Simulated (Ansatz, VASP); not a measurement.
## Mg in VASP and in Ansatz

Contents of INCAR:

```
SYSTEM = Mg
PREC = Accurate ; ENCUT = 520
EDIFF = 1E-6 ; ISMEAR = -1
SIGMA = 0.05 ; LREAL = .FALSE.
LASPH = .TRUE. ; NELM = 60
ALGO = Normal ; ISIF = 2
LWAVE = .FALSE. ; LCHARG = .TRUE.
GGA = PE ; LELF = .TRUE.
LVHAR = .TRUE. ; NBANDS = 7
```

File KPOINTS:

```
Automatic mesh
0
G
  11 11 11
  0 0 0
```

File POSCAR:

```
Mg
1.0
   -1.7845050011      1.7845050011      1.7845050011
    1.7845050011     -1.7845050011      1.7845050011
    1.7845050011      1.7845050011     -1.7845050011
Mg
1
Direct
    0.0000000000      0.0000000000      0.0000000000
```

File input.yaml:

```yaml
crystal:
  lattice:
    - [-1.7845050011, 1.7845050011, 1.7845050011]
    - [1.7845050011, -1.7845050011, 1.7845050011]
    - [1.7845050011, 1.7845050011, -1.7845050011]
  atoms:
    - { symbol: Mg, position: [0.0, 0.0, 0.0] }
kpoints:
  mp_grid: { grid: [11, 11, 11] }
scf:
  occupations: { method: fermi_dirac, width: 0.05 }
hamiltonian:
  xc: pbe
  pseudopotentials: { kind: all_electron, lapw: { basis_error: 0.0005 } }
output:
  forces: true
  stress: true
  eigenvalues: true
```

Change from the starting cell: volume scaled by 1.02.

Alike in both runs: task single point; functional PBE; k mesh 11 × 11 × 11; occupations fermi-dirac, width 0.05 eV; no spin polarisation.

|  | VASP | Ansatz |
| --- | --- | --- |
| version | VASP 6.6.1 | Ansatz 0.2.0 |
| potentials or method | VASP PAW PBE potentials, release 64 (Mg) | all-electron LAPW, scalar-relativistic |
| plane-wave cutoff (eV) | 520 | see its input |

Ansatz gave:

| Property | Result |
| --- | --- |
| gap on the k mesh at the Fermi level (eV) | none |
| pressure (GPa) | 0.2 |

Task: Estimate VASP's values.

Result: gap on the k mesh at the Fermi level (eV): none; pressure (GPa): 0.1.

A gap of «none» marks a metal or a gap that the smearing closes. Ansatz ran all-electron here, so the differences hold the error of VASP's frozen core and of both bases.
